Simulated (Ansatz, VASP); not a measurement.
**Two plane-wave programs on SiNi3**

```
Ni Si
1.0
     3.54200    0.00000    0.00000
     0.00000    3.54200    0.00000
     0.00000    0.00000    3.54200
Ni Si
3 1
Cartesian
  1.7710 1.7710 0.0000
  1.7710 0.0000 1.7710
  0.0000 1.7710 1.7710
  0.0000 0.0000 0.0000
```

Alike in both runs: functional BLYP; k mesh 4 × 4 × 4; occupations fermi-dirac, width 0.05 eV; collinear spin.

|  | VASP | Ansatz |
| --- | --- | --- |
| version | VASP 6.6.1 | Ansatz 0.2.0 |
| potentials or method | VASP PAW PBE potentials, release 64 (Ni, Si) | Ansatz PAW |
| plane-wave cutoff (eV) | 520 | 420 |
| valence electrons in the cell | 34 | 58 |
| task | single point | band structure |

```csv
,VASP,Ansatz,Ansatz less VASP
gap on the k mesh at the Fermi level (eV),none,none,-
pressure (GPa),3.9,3.5,-0.43
net moment per atom (μB),0.00,0.00,0.000
```

A gap of «none» marks a metal or a gap that the smearing closes. The two sets of potentials don't hold the same shells in valence.

Caveats: the k mesh is coarse (spacing up to 0.44 Å⁻¹), so the values aren't converged; the PAW data sets were made with another functional, which shifts forces and pressure a little (VASP); the PAW data sets come from PBE, with cores solved anew for the run's functional, which leaves a small shift of forces and pressure (Ansatz); the starting moments weren't kept (Ansatz).
